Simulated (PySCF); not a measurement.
Frontier levels across methods

Species: C₃H₈S.
Cartesian coordinates in Å at the PBE0-D3(BJ)/def2-SVP level; atoms count from 1:
```
atom  x, y, z in Å
C1    -1.5788   -0.1441   -0.0315
C2    -0.1134   -0.5404    0.0661
C3     0.8259    0.6067   -0.2690
S4     2.5913    0.1701   -0.2398
H5    -1.8396    0.1796   -1.0519
H6    -1.8182    0.6878    0.6502
H7    -2.2384   -0.9859    0.2278
H8     0.1043   -1.3851   -0.6080
H9     0.1106   -0.9020    1.0849
H10    0.6511    1.4707    0.3923
H11    0.6514    0.9605   -1.2982
H12    2.6561   -0.1202    1.0779
```

The species is `C(CC)S` (C3H8S).

Basis pcSseg-2 throughout (PySCF), one geometry. Geometry: PBE0-D3(BJ)/def2-SVP, one conformer, isolated molecule.

How do the orbital energies, the gap and the dipole change with the method?

| method | kind | HOMO (eV) | LUMO (eV) | gap (eV) | μ (D) | SCF cycles |
| --- | --- | --- | --- | --- | --- | --- |
| BLYP | GGA | -5.40 | -0.61 | 4.79 | 1.69 | 14 |
| B97-D | GGA | -5.52 | -0.55 | 4.98 | 1.74 | 14 |
| OPBE | GGA | -5.53 | -0.51 | 5.03 | 1.78 | 14 |
| PBE | GGA | -5.55 | -0.66 | 4.89 | 1.74 | 14 |
| KT2 | GGA | -5.63 | -0.70 | 4.93 | 1.73 | 14 |
| KT3 | GGA | -5.64 | -0.75 | 4.88 | 1.70 | 14 |
| BP86 | GGA | -5.65 | -0.63 | 5.02 | 1.75 | 14 |
| LDA | LDA | -5.66 | -0.81 | 4.85 | 1.78 | 13 |
| B3LYP | global hybrid | -6.55 | -0.12 | 6.44 | 1.73 | 12 |
| PBE0 | global hybrid | -6.79 | 0.17 | 6.95 | 1.78 | 13 |
| mPW1PW91 | global hybrid | -6.81 | 0.17 | 6.97 | 1.77 | 12 |
| HF | Hartree–Fock | -9.64 | 2.57 | 12.21 | 1.85 | 10 |

The HOMO spans 4.24 eV, from BLYP down to HF, and the gap runs from 4.79 eV (BLYP) to 12.21 eV (HF). Over the methods BLYP (0 %), B97-D (0 %), OPBE (0 %), PBE (0 %), KT2 (0 %), KT3 (0 %), BP86 (0 %), LDA (0 %), B3LYP (20 %), PBE0 (25 %), mPW1PW91 (25 %), HF (100 %), a straight line through the gap against the share of exact exchange rises by 0.73 eV for each 10 % (correlation coefficient 0.999). The dipole ranges from 1.69 D (BLYP) to 1.85 D (HF). This basis has no diffuse functions.

The vertical ΔSCF ionisation energy at CAM-B3LYP/def2-SVPD is 9.23 eV; −ε(HOMO) comes closest to it with HF (9.64 eV).
